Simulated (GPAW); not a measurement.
The system is MoS2.

```
Mo S
1.0
     3.16900    0.00000    0.00000
    -1.58450    2.74443    0.00000
     0.00000    0.00000   12.32400
Mo S
2 4
Direct
  0.66667 0.33333 0.75000
  0.33333 0.66667 0.25000
  0.66667 0.33333 0.37700
  0.33333 0.66667 0.87700
  0.66667 0.33333 0.12300
  0.33333 0.66667 0.62300
```

Base run:

```yaml
Program: GPAW 26.7.0
Functional: PBE
Potentials_or_basis: GPAW PAW data sets (gpaw-data 1.2.1)
Cutoff: 600 eV
Basis: pw
k_mesh: 10 × 10 × 3
Occupations: fermi-dirac, width 0.05 eV
Spin: no spin polarisation
```

Its results: band gap on the k mesh 0.92 eV, indirect (least direct gap 1.85 eV); pressure 1.9 GPa; largest force 0.057 eV/Å.

Task: The run is repeated on the same cell with these changes: functional from PBE to PBEsol; potentials or basis from GPAW PAW data sets (gpaw-data 1.2.1) to PAW data sets generated in the run's folder for this functional. What comes out?

Result: Band gap on the k mesh 0.88 eV, indirect (least direct gap 1.85 eV); pressure -3.1 GPa; largest force 0.313 eV/Å.

Caveats: an odd mesh through Γ misses points on the zone boundary, where band edges often lie; this functional lacks dispersion, which binds the layers, so the pressure and a relaxed spacing across them are unreliable.

Not every run made on this cell is shown here.
